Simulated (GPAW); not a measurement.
The system is Au.

```xyz
1
Lattice="0.0000 2.0350 2.0350 2.0350 0.0000 2.0350 2.0350 2.0350 0.0000" Properties=species:S:1:pos:R:3 pbc="T T T"
Au    0.0000    0.0000    0.0000
```

| Quantity | Value |
| --- | --- |
| Program | GPAW 26.7.0 |
| Task | relaxation of cell and atoms |
| Functional | revPBE |
| Dispersion | D3(BJ) |
| Potentials or basis | the program's PAW data sets (release 1.2.1) made for this functional |
| Cutoff | 600 eV |
| Basis | pw |
| k mesh | 11 × 11 × 11 |
| Occupations | fermi-dirac, width 0.05 eV |
| Spin | no spin polarisation |

At the start: pressure 3.4 GPa; volume 16.85 Å³/atom.

**Question.** Where does the relaxation end?

**Answer.** Over 3 steps the energy falls by 3.6 meV/atom and the volume is 17.17 Å³/atom (+1.9 %); space group Fm-3m (No. 225, to 0.05 Å).

The path:
| step | energy change (eV) | largest force (eV/Å) | pressure (GPa) | volume (Å³) |
| --- | --- | --- | --- | --- |
| 1 | 0.0000 | 0.0000 | 3.40 | 16.85 |
| 2 | -0.0034 | 0.0000 | 0.62 | 17.12 |
| 3 | -0.0036 | 0.0000 | 0.02 | 17.17 |

Final structure:
```yaml
crystal:
  lattice:
    - [0.00000, 2.04780, 2.04780]
    - [2.04780, 0.00000, 2.04780]
    - [2.04780, 2.04780, 0.00000]
  atoms:
    - { symbol: Au, position: [0.00000, 0.00000, 0.00000] }
```

Caveat: with this Au data set, volumes or pressures lay over 1.5 % or 2 GPa off other programs in two to four cells of ten; later steps reuse the first step's grids; pairwise dispersion overbinds metals, which lowers pressure and volume.
